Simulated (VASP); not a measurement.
# Br (Cmce) in VASP: a series of runs, part 2 of 3

VASP 6.6.1. Earlier steps stand in the parts before.

**4. Relaxation of cell and atoms, PBE+D3(BJ), target pressure 72 GPa, at which the enthalpy is minimised**

The input, INCAR:

```
  PREC = Accurate
  ENCUT = 600
  EDIFF = 1E-6
  ISMEAR = 0
  SIGMA = 0.03
  LREAL = F
  LASPH = T
  NELM = 80
  ALGO = Normal
  ISIF = 3
  LWAVE = F
  LCHARG = F
  GGA = PE
  IVDW = 12
  IBRION = 2
  NSW = 90
  EDIFFG = -0.01
  PSTRESS = 720.0
```

The input, KPOINTS:

```
Automatic mesh
0
Gamma
  10 10 4
```

The input, POSCAR:

```
Br
1.0
    2.4335000000     -1.6541500000      0.0000000000
    2.4335000000      1.6541500000      0.0000000000
    0.0000000000      0.0000000000      7.5901000000
Br
4
Direct
    0.1950000000      0.8050000000      0.6228400000
    0.8050000000      0.1950000000      0.3771600000
    0.3050000000      0.6950000000      0.1228400000
    0.6950000000      0.3050000000      0.8771600000
```

Potentials or basis: VASP PAW PBE potentials, release 64 (Br).

On the command line:

```bash
$ cat potpaw_PBE.64/Br/POTCAR > POTCAR
$ mpirun -np 1 vasp_std > vasp.out
```

OUTCAR:

```text
PREC = Accurate
   ENCUT = 600
   EDIFF = 1E-6
   ISMEAR = 0
   LREAL = F
   LASPH = T
   NELM = 80
   ISIF = 3
   GGA = PE
   IVDW = 12
   IBRION = 2
   NSW = 90
   EDIFFG = -0.01
   PSTRESS = 720.0
 IVDW          = 12

 ion  position               nearest neighbor table
   1  0.195  0.805  0.623-   2 2.27   4 2.54   4 2.54   2 2.75
   2  0.805  0.195  0.377-   1 2.27   3 2.54   3 2.54   1 2.75
   3  0.305  0.695  0.123-   4 2.27   2 2.54   2 2.54   4 2.75
   4  0.695  0.305  0.877-   3 2.27   1 2.54   1 2.54   3 2.75

  LATTYP: Found a base centered orthorhombic cell.
 ALAT       =     3.3083000000
 B/A-ratio  =     1.4711483239
 C/A-ratio  =     2.2942598918

  Lattice vectors:

 A1 = (  -2.4335000000,  -1.6541500000,   0.0000000000)
 A2 = (   2.4335000000,  -1.6541500000,   0.0000000000)
 A3 = (   0.0000000000,   0.0000000000,   7.5901000000)

Analysis of symmetry for initial positions (statically):
=====================================================================
 Subroutine PRICEL returns:
 Original cell was already a primitive cell.

 Routine SETGRP: Setting up the symmetry group for a
 base centered orthorhombic supercell.

 Subroutine GETGRP returns: Found  8 space group operations
 (whereof  4 operations were pure point group operations)
 out of a pool of  8 trial point group operations.

The static configuration has the point symmetry C_2h.
 The point group associated with its full space group is D_2h.

Analysis of symmetry for dynamics (positions and initial velocities):
=====================================================================
 Subroutine PRICEL returns:
 Original cell was already a primitive cell.

 Routine SETGRP: Setting up the symmetry group for a
 base centered orthorhombic supercell.

 Subroutine GETGRP returns: Found  8 space group operations
 (whereof  4 operations were pure point group operations)
 out of a pool of  8 trial point group operations.

The dynamic configuration has the point symmetry C_2h.
 The point group associated with its full space group is D_2h.

 Subroutine INISYM returns: Found  8 space group operations
 (whereof  4 operations are pure point group operations),
 and found     1 'primitive' translations

----------------------------------------------------------------------------------------

                                     Primitive cell

  volume of cell :      61.1060

  direct lattice vectors                    reciprocal lattice vectors
     2.433500000 -1.654150000  0.000000000     0.205465379 -0.302270048  0.000000000
     2.433500000  1.654150000  0.000000000     0.205465379  0.302270048  0.000000000
     0.000000000  0.000000000  7.590100000     0.000000000  0.000000000  0.131750570

  length of vectors
     2.942470811  2.942470811  7.590100000     0.365490361  0.365490361  0.131750570

  position of ions in fractional coordinates (direct lattice)
     0.195000000  0.805000000  0.622840000
     0.805000000  0.195000000  0.377160000
     0.305000000  0.695000000  0.122840000
     0.695000000  0.305000000  0.877160000

  ion indices of the primitive-cell ions
   primitive index   ion index
                 1           1
                 2           2
                 3           3
                 4           4

----------------------------------------------------------------------------------------

 KPOINTS: Automatic mesh

Automatic generation of k-mesh.
 Grid dimensions read from file:
[... 22 lines left out ...]
  0.000000  0.000000  0.000000      1.000000
  0.100000  0.000000  0.000000      4.000000
  0.200000  0.000000  0.000000      4.000000
  0.300000  0.000000  0.000000      4.000000
  0.400000  0.000000  0.000000      4.000000
  0.500000  0.000000  0.000000      2.000000
[... 16 lines left out ...]
  0.300000  0.300000  0.000000      2.000000
  0.400000  0.300000  0.000000      4.000000
 [... further k-points ...]
   k-points           NKPTS =     93   k-points in BZ     NKDIM =     93   number of bands    NBANDS=     18
   number of dos      NEDOS =    301   number of ions     NIONS =      4
   total plane-waves  NPLWV =  36864
   dimension x,y,z NGX =    24 NGY =   24 NGZ =   64
   dimension x,y,z NGXF=    48 NGYF=   48 NGZF=  128
   ions per type =               4
   NGX,Y,Z   is equivalent  to a cutoff of  13.56, 13.56, 14.02 a.u.
   NGXF,Y,Z  is equivalent  to a cutoff of  27.12, 27.12, 28.04 a.u.
 SYSTEM =  unknown system
   PREC   = accura    normal or accurate (medium, high low for compatibility)
   ISTART =      0    job   : 0-new  1-cont  2-samecut
   ICHARG =      2    charge: 1-file 2-atom 10-const
   ISPIN  =      1    spin polarized calculation?
   LNONCOLLINEAR =      F non collinear calculations
   LSORBIT =      F    spin-orbit coupling
   LASPH  =      T    aspherical Exc in radial PAW
   ENCUT  =  600.0 eV  44.10 Ry    6.64 a.u.   5.88  5.88 15.16*2*pi/ulx,y,z
   NELM   =     80;   NELMIN=  2; NELMDL= -5     # of ELM steps
   EDIFF  = 0.1E-05   stopping-criterion for ELM
   LREAL  =      F    real-space projection
   EDIFFG = -.1E-01   stopping-criterion for IOM
   NSW    =     90    number of steps for IOM
   IBRION =      2    ionic relax: 0-MD 1-quasi-New 2-CG
   NFREE  =      1    steps in history (QN), initial steepest desc. (CG)
   ISIF   =      3    stress and relaxation
   ISYM   =      2    0-nonsym 1-usesym 2-fastsym
   POTIM  = 0.5000    time-step for ionic-motion
   TEBEG  =    0.0;   TEEND  =   0.0 temperature during run
   PSTRESS=  720.0 pullay stress
   NELECT =      28.0000    total number of electrons
   NUPDOWN=      -1.0000    fix difference up-down
   EMIN   =  10.00;   EMAX   =-10.00  energy-range for DOS
   EFERMI =   0.00;   METHOD = LEGACY
   ISMEAR =     0;   SIGMA  =   0.03  broadening in eV -4-tet -1-fermi 0-gaus
   EFERMI_NEDOS =   21; number of points for ismear=-14 and -15
   IALGO  =     38    algorithm
   IMIX   =      4    mixing-type and parameters
     AMIX     =   0.40;   BMIX     =  1.00
     AMIX_MAG =   1.60;   BMIX_MAG =  1.00
  volume/ion in A,a.u.               =      15.28       103.09
  Fermi-wavevector in a.u.,A,eV,Ry     =   1.262117  2.385055 21.673253  1.592939
  Thomas-Fermi vector in A             =   2.395541
   LORBIT       =      0    0 simple, 1 ext, 2 COOP (PROOUT), +10 PAW based schemes
   GGA     = PE    functional components
   LHFCALC =     F    Hartree Fock is set to
   AEXX    =    0.0000 exact exchange contribution
   IVDW    =    12    specifies the selected vdW correction
   LEPSILON=     F    determine dielectric tensor
   LRPA    =     F    only Hartree local field effects (RPA)
 conjugate gradient relaxation of ions
 non-spin polarized calculation
 Gauss-broadening in eV      SIGMA  =   0.03
  energy-cutoff  :      600.00
  volume of cell :       61.11
 maximum number of plane-waves:      2076
   NGX = 11   NGY = 11   NGZ = 31

--------------------------------------- Ionic step        1  -------------------------------------------

 number of electron      27.9999997 magnetization

 Free energy of the ion-electron system (eV)
  ---------------------------------------------------
  ext. energy  EPLUGINS =         0.00000000
  ---------------------------------------------------
  free energy    TOTEN  =         0.90063961 eV

  energy without entropy =        0.90084197  energy(sigma->0) =        0.90074079

------------------------ aborting loop because EDIFF is reached ----------------------------------------

 Edisp (eV)   -1.93607

 E8    (eV) :    -0.7604
[... 119 lines left out ...]
  energy  without entropy=       -0.5346657569  energy(sigma->0) =       -0.53497194

  enthalpy is  TOTEN    =        26.3885804659 eV   P V=       26.9238585824

 E-fermi :   9.9921     XC(G=0): -12.2293

 val. band max:        9.9889957251   @ k =  -0.4000   0.1000   0.2500
 cond. band min:       9.9989826095   @ k =   0.2000   0.1000   0.0000
 fundamental gap:      0.0099868843
 Fermi energy:         9.9920511575

 k-point     1 :       0.0000    0.0000    0.0000
  band No.  band energies     occupation
      1     -11.2819      2.00000
      2      -8.7776      2.00000
      3      -8.7732      2.00000
      4      -3.6479      2.00000
      5       1.2503      2.00000
      6       5.0224      2.00000
[... 493 lines left out ...]
     17      15.2807      0.00000
     18      17.1561      0.00000

 [... further k-points ...]

[... ionic steps 4 to 69 ...]

--------------------------------------- Ionic step       70  -------------------------------------------

 number of electron      27.9999996 magnetization

------------------------ aborting loop because EDIFF is reached ----------------------------------------
[... 83 lines left out ...]
--------------------------------------- Ionic step       72  -------------------------------------------

 number of electron      27.9999996 magnetization

 Free energy of the ion-electron system (eV)
  ---------------------------------------------------
  ext. energy  EPLUGINS =         0.00000000
  ---------------------------------------------------
  free energy    TOTEN  =         1.93426491 eV

  energy without entropy =        1.93502205  energy(sigma->0) =        1.93464348

 E-fermi :  10.0103     XC(G=0): -12.2332

 val. band max:        9.9489704592   @ k =   0.5000   0.3000   0.2500
 cond. band min:      10.0127744724   @ k =   0.2000   0.1000   0.0000
 fundamental gap:      0.0638040132
 Fermi energy:        10.0103243423

 k-point     1 :       0.0000    0.0000    0.0000
  band No.  band energies     occupation
      1     -11.2771      2.00000
      2      -8.7829      2.00000
      3      -8.7820      2.00000
      4      -3.6734      2.00000
      5       1.2223      2.00000
      6       5.0788      2.00000
[... 534 lines left out ...]
  energy  without entropy=       -0.0830192174  energy(sigma->0) =       -0.08339779

  enthalpy is  TOTEN    =        26.2111685679 eV   P V=       26.2949449330

 reached required accuracy - stopping structural energy minimisation
```

CONTCAR:

```text
Br
   1.00000000000000
     2.2382664163161263   -1.8053061565691775   -0.0000000000000006
     2.2382664163161263    1.8053061565691775    0.0000000000000006
     0.0000000000000000    0.0000000000000022    7.2403192192080983
  Br
     4
Direct
     0.2496576399404065    0.7503423600595933    0.6250057769069525
     0.7503423600595933    0.2496576399404065    0.3749942230930473
     0.2503423600595936    0.7496576399404067    0.1250057769069527
     0.7496576399404067    0.2503423600595936    0.8749942230930475

  0.00000000E+00  0.00000000E+00  0.00000000E+00
  0.00000000E+00  0.00000000E+00  0.00000000E+00
  0.00000000E+00  0.00000000E+00  0.00000000E+00
  0.00000000E+00  0.00000000E+00  0.00000000E+00
```

It took 26 min on 1 thread of AMD EPYC 9R45 (Zen 5), shared host; peak memory 0.24 GiB.

What came out:

* Free energy: -0.0838 eV
* Relaxed volume: 14.63 Å³/atom
* Relaxed cell: a = 2.876 Å, b = 2.876 Å, c = 7.240 Å, α = 90.00°, β = 90.00°, γ = 77.78°
* Space group after relaxing (to 0.05 Å): I4/mmm (No. 139)
* Energy change on relaxing (the enthalpy is what falls): +237.9 meV/atom
* Ionic steps: 72
* Pressure after relaxing: 72.1 GPa
* Largest force after relaxing: 0.005 eV/Å
* Band gap on the k mesh: none (metal or under the smearing width)
* Dispersion energy per atom: -0.505 eV

Forces on the atoms (eV/Å):
```
Br   0.000 -0.005 -0.001
Br   0.000  0.005  0.001
Br   0.000  0.005 -0.001
Br   0.000 -0.005  0.001
```

Step by step:
```
step  energy change (eV)  largest force (eV/Å)  pressure (GPa)  volume (Å³)
   1              0.0000                0.6712           69.56        61.11
   3              0.5002                0.3961           74.30        59.91
   5              0.1562                0.3652           69.20        60.63
   7              0.4612                0.1670           71.42        59.88
   9              0.6949                0.0436           73.27        59.35
  11              0.4989                0.1094           71.28        59.74
  13              0.4185                0.1810           70.50        59.92
  15              0.7564                0.0534           74.15        59.14
  17              0.5965                0.2932           71.37        59.44
  19              0.5753                0.3321           71.05        59.48
  21              0.6771                0.2031           71.44        59.23
  23              0.7408                0.1707           72.08        59.08
  25              1.2717                0.3066           77.79        57.89
  27              1.0437                0.2299           75.27        58.38
  29              1.0388                0.2277           75.05        58.37
  31              1.0491                0.3881           74.67        58.34
  33              0.9522                0.2511           73.69        58.54
  35              0.7391                0.1176           71.13        59.00
  37              0.8302                0.0393           72.02        58.79
  39              0.8360                0.0112           71.98        58.78
  41              0.8376                0.0078           71.96        58.78
  43              0.8455                0.0093           72.00        58.76
  45              0.9042                0.0035           72.47        58.63
  47              0.9842                0.0106           73.10        58.45
  49              0.9876                0.0114           73.13        58.44
  51              1.0015                0.0149           73.21        58.41
  53              0.9933                0.0135           73.17        58.42
  55              0.9701                0.0134           72.87        58.48
  57              0.8782                0.0131           71.74        58.68
  59              0.8956                0.0127           71.95        58.64
  61              0.8994                0.0115           71.96        58.63
  63              0.9148                0.0065           72.01        58.60
  65              0.9811                0.0210           72.15        58.45
  67              0.9555                0.0135           72.04        58.50
  69              0.9458                0.0153           71.95        58.53
  71              0.9557                0.0045           72.12        58.50
  72              0.9517                0.0054           72.05        58.51
```

Final structure:
```xyz
4
Lattice="2.2383 -1.8053 0.0000 2.2383 1.8053 0.0000 0.0000 0.0000 7.2403" Properties=species:S:1:pos:R:3 pbc="T T T"
Br    2.2383    0.9039    4.5252
Br    2.2383   -0.9039    2.7151
Br    2.2383    0.9014    0.9051
Br    2.2383   -0.9014    6.3352
```

Caveat: the cell is relaxed towards a set pressure, so the enthalpy falls and the energy may rise; pairwise dispersion overbinds metals, which lowers pressure and volume.

(Continued in part 3 of 3.)
